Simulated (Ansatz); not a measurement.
Runs of Ansatz 0.2.0 on TiC. It takes space group Fm-3m (No. 225, cubic). Conventional cell: a = 4.331 Å, b = 4.331 Å, c = 4.331 Å, α = 90.00°, β = 90.00°, γ = 90.00°. Ti (site symmetry m-3m) has 6 C at 2.17 Å as nearest neighbours. C (site symmetry m-3m) has 6 Ti at 2.17 Å as nearest neighbours. The cell is a database's computed one.

```tsv
task	level	cell	smearing	points for each segment of the path	gap on the mesh (eV)	pressure (GPa)	relaxed volume (Å³/atom)
band structure	revPBE	as given	fermi-dirac 0.05 eV	14	none	3.6	-
band structure	LDA	as given	fermi-dirac 0.05 eV	14	none	-12.6	-
band structure	PBE	as given	fermi-dirac 0.05 eV	14	none	0.3	-
single point	PBE	as given	gaussian 0.011 eV	-	none	0.3	-
band structure	RPBE	as given	fermi-dirac 0.05 eV	14	none	4.9	-
relaxation of cell and atoms	RPBE	relaxed	fermi-dirac 0.05 eV	-	-	0.0	(b)
relaxation of cell and atoms	PBEsol	relaxed	fermi-dirac 0.05 eV	-	-	0.0	(c)
relaxation of cell and atoms	PBE	relaxed	fermi-dirac 0.05 eV	-	-	0.0	(a)
band structure	PBEsol	as given	fermi-dirac 0.05 eV	14	none	-6.7	-
relaxation of cell and atoms	LDA	relaxed	fermi-dirac 0.05 eV	-	-	0.0	9.67
```

Alike in all rows: potentials or basis Ansatz PAW; no spin polarisation; k mesh 11 × 11 × 11; cutoff (eV) 420.

**Question.** Estimate the missing entries.

**Answer.** (a) 10.17; (b) 10.36; (c) 9.89.

Caveats: the PAW data sets come from PBE, with cores solved anew for the run's functional, which leaves a small shift of forces and pressure (some runs); the plane-wave basis is chosen anew once the cell has moved, so the energies of steps on either side of that aren't comparable (some runs).

A gap of «none» marks a metal or a gap under the smearing width.
